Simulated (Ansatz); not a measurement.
GaN:

```
Ga N
1.0
     0.00000    2.13524    2.13524
     2.13524    0.00000    2.13524
     2.13524    2.13524    0.00000
Ga N
1 1
Direct
  0.00000 0.00000 0.00000
  0.50000 0.50000 0.50000
```

Measurements of this composition are mostly on another form, of space group No. 186.

```yaml
Program: Ansatz 0.2.0
Task: relaxation of cell and atoms
Functional: PBE
Dispersion: D3(BJ)
Potentials_or_basis: Ansatz PAW
Cutoff: "420 eV (not typed: the program's choice for these potentials)"
k_mesh: 11 × 11 × 11
Occupations: fermi-dirac, width 0.05 eV
Spin: no spin polarisation
```

At the start: volume 9.74 Å³/atom.

Task: How do energy, volume and symmetry change on relaxing?

Result: It ends after 7 steps and the volume is 9.49 Å³/atom (-2.6 %); space group Fm-3m (No. 225, to 0.05 Å).

Step by step:
```
step  energy change (eV)  largest force (eV/Å)  volume (Å³)
   1              0.0000                0.0000        19.47
   2             -0.0086                0.0000        19.15
   3             -0.0104                0.0000        18.98
   4             -0.0103                0.0000        18.98
   5             -0.0086                0.0000        18.98
   6             -0.0086                0.0000        18.97
   7             -0.0086                0.0000        18.97
```

Final structure:
```xyz
2
Lattice="0.0000 2.1169 2.1169 2.1169 0.0000 2.1169 2.1169 2.1169 0.0000" Properties=species:S:1:pos:R:3 pbc="T T T"
Ga    0.0000    0.0000    0.0000
N     2.1169    2.1169    2.1169
```

Caveat: the plane-wave basis is chosen anew once the cell has moved, so the energies of steps on either side of that aren't comparable; the pressure holds a Pulay correction of +0.6 GPa for the finite cutoff.
